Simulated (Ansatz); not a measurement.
**ZrS$_{2}$: zone-centre modes under pressure**

ZrS$_{2}$, P-3m1, a = 3.627 Å, c = 5.887 Å. Ansatz: PBEsol, PAW, 420 eV, Γ-centred 12×12×6 mesh on 3 atoms, fixed occupations; no spin polarisation. Cell and atoms are relaxed at each pressure with the symmetry kept; optical modes at Γ by linear response, in cm⁻¹, matched by rank (the highest 3 distinct ones), without the LO field.

```tsv
P (GPa)	V (Å³/atom)	ω1	ω2	ω3
0	22.363	250.0	312.5	323.2
5	19.753	259.6	339.9	340.6
11	18.297	262.5	363.5	368.3
22	16.622	?	?	?
```

Problem. Get each mode's Grüneisen parameter γ = −d ln ω/d ln V from the other rows and predict the missing frequencies.

Solution. ln(V/V0) = 0.0000, -0.1241, -0.2007, -0.2967; a line through ln(ω/ω0) of the 3 known rows gives ω1: γ = 0.249 (intercept 0.0019), predicted 269.7, computed 268.1; ω2: γ = 0.746 (intercept -0.0024), predicted 389.0, computed 397.3; ω3: γ = 0.629 (intercept -0.0071), predicted 386.8, computed 402.8. The worst miss is 4.0 %: γ isn't constant over this range, and modes matched by rank may have crossed.

Where the gap has closed, the smearing of 0.02 eV or less is narrow for a metal on this mesh. The mesh isn't the same in all rows (12×12×6, 12×12×8). The runs at 5, 11, 22 GPa used gaussian smearing in place of the occupations named above. The crystal has no gap at 11, 22 GPa, which changes the screening of its modes.

Cost: 4 runs of about 3.8 core-minutes in all, on AMD EPYC 9R45 (Zen 5) (shared hosts).